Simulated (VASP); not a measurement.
KCl, 2 atoms in the cell. The structure is cubic, space group Pm-3m (No. 221). The conventional cell has a = 3.634 Å, b = 3.634 Å, c = 3.634 Å, α = 90.00°, β = 90.00°, γ = 90.00°. K (site symmetry m-3m) has 8 Cl at 3.15 Å as nearest neighbours. Cl (site symmetry m-3m) is surrounded by 8 K at 3.15 Å. Measurements of this composition are mostly on another form, of space group No. 225.

```yaml
Program: VASP 6.6.1
Task: single point
Functional: LDA
Potentials_or_basis: VASP PAW LDA potentials, release 64 (K_sv, Cl)
Cutoff: 520 eV
k_mesh: 12 × 12 × 12
Occupations: gaussian, width 0.02 eV
Spin: no spin polarisation
Further_INCAR_settings: ALGO = Normal; EDIFF = 1e-07; NBANDS = 15
```

Potentials or basis: VASP PAW LDA potentials, release 64 (K_sv, Cl).

The run is started by

```sh
$ cat potpaw_LDA.64/K_sv/POTCAR potpaw_LDA.64/Cl/POTCAR > POTCAR
$ mpirun -np 1 vasp_std > vasp.out
```

Hardware: 1 thread of Intel(R) Xeon(R) Platinum 8488C (Sapphire Rapids), on a shared host.

Question: Estimate the wall time of this run.

Answer: It took 26 s on 1 thread of Intel(R) Xeon(R) Platinum 8488C (Sapphire Rapids), on a shared host, peak memory 0.17 GiB. Counts: scf iterations 13, k points 84.
